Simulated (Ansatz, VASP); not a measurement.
This is a calculation of Pd for VASP 6.6.1.

INCAR

```
PREC = Accurate ; ENCUT = 520
EDIFF = 1E-7 ; ISMEAR = 0
SIGMA = 0.017 ; LREAL = False
LASPH = True ; NELM = 60
ALGO = Normal ; ISIF = 2
LWAVE = False ; LCHARG = True
GGA = PE ; LELF = True
LVHAR = True ; NBANDS = 11
```

File KPOINTS:

```
regular mesh
0
Gamma
  12 12 12
```

File POSCAR:

```
Pd
1.0
   -1.5722810000      1.5722810000      1.5722810000
    1.5722810000     -1.5722810000      1.5722810000
    1.5722810000      1.5722810000     -1.5722810000
Pd
1
Direct
    0.0000000000      0.0000000000      0.0000000000
```

Potentials or basis: VASP PAW PBE potentials, release 64 (Pd).

Run with:

```sh
$ cat potpaw_PBE.64/Pd/POTCAR > POTCAR
$ mpirun -np 1 vasp_std > vasp.out
```

Task: Translate it to Ansatz 0.2.0. Potentials there: Ansatz PAW.

Result: As run (the cutoff follows the program's own potentials):

Contents of input.yaml:

```yaml
crystal:
  lattice:
    - [-1.572281, 1.572281, 1.572281]
    - [1.572281, -1.572281, 1.572281]
    - [1.572281, 1.572281, -1.572281]
  atoms:
    - { symbol: Pd, position: [0.0, 0.0, 0.0] }
hamiltonian:
  xc: pbe
  pseudopotentials: { kind: paw }
kpoints:
  mp_grid: { grid: [12, 12, 12] }
scf:
  occupations: { method: gaussian, width: 0.017 }
output:
  forces: true
  stress: true
  eigenvalues: true
```

Potentials or basis: Ansatz PAW.

Launch:

```sh
$ ansatz run input.yaml --threads 2 --pin off --max-ram 5632MiB --backend cpu --events-out ev --progress --plain --runs-dir out
```

Both were run:

|  | VASP | Ansatz | Ansatz less VASP |
| --- | --- | --- | --- |
| gap on the k mesh at the Fermi level (eV) | none | none | - |
| pressure (GPa) | -1.5 | -1.2 | +0.29 |

A gap of «none» marks a metal or a gap that the smearing closes. With one functional, cell and mesh, what is left measures potentials, basis and numerics. The two sets of potentials don't hold the same shells in valence.
